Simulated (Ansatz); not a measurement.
**101Ru nuclear quadrupole resonance in RuS2**

Cell: a computed structure from the Materials Project (it need not be an observed phase), atoms as given.

Space group Pa-3 (No. 205); a = 5.6306 Å.

| site | Wyckoff | site symmetry | x | y | z |
| --- | --- | --- | --- | --- | --- |
| Ru | 4a | .-3. | 0.0000 | 0.5000 | 0.5000 |
| S | 8c | .3. | 0.3882 | 0.1118 | 0.8882 |

One atom of each set is listed.

Computed with Ansatz: DFT, r2SCAN, plane waves and PAW, scalar-relativistic, collinear spin, 500 eV cutoff, Γ-centred 5×5×5 k-points, Fermi–Dirac smearing 0.02 eV. Start moments as typed (μB): 2 on each Ru, none on the rest.

101Ru: I = 5/2, Q = 457.0 mb (year-2017 value). Static lattice, zero field.

Q: Predict the zero-field 101Ru lines of each site.

A: For I = 5/2 and η = 0 the lines are 3|C_Q|/20 and twice that; η pulls their ratio below 2.

```csv
site,atoms,V_zz (10²¹ V/m²),C_Q (MHz),η,line frequencies (MHz)
Ru,4,-4.52,-49.9,0.00,"7.49, 15.0"
```

Q: And for ⁹⁹Ru (I = 5/2, Q = 79.00 mb) on Ru?

A: C_Q scales with Q to -8.63 MHz, with lines at 1.30, 2.59 MHz.

An axis of threefold or higher order runs through Ru, so V_zz lies along it and η is zero.

The program didn't check the stability of this electronic state in full, so a lower one may lie near. Without spin–orbit coupling (the program notes it for Ru) the gradients can shift somewhat, as the gap is small. With these PAW files V_zz is typically within 2 to 3 % of all-electron values, but misses above 10 % occur on Ru. The start moments die out, and the run ends without spin.
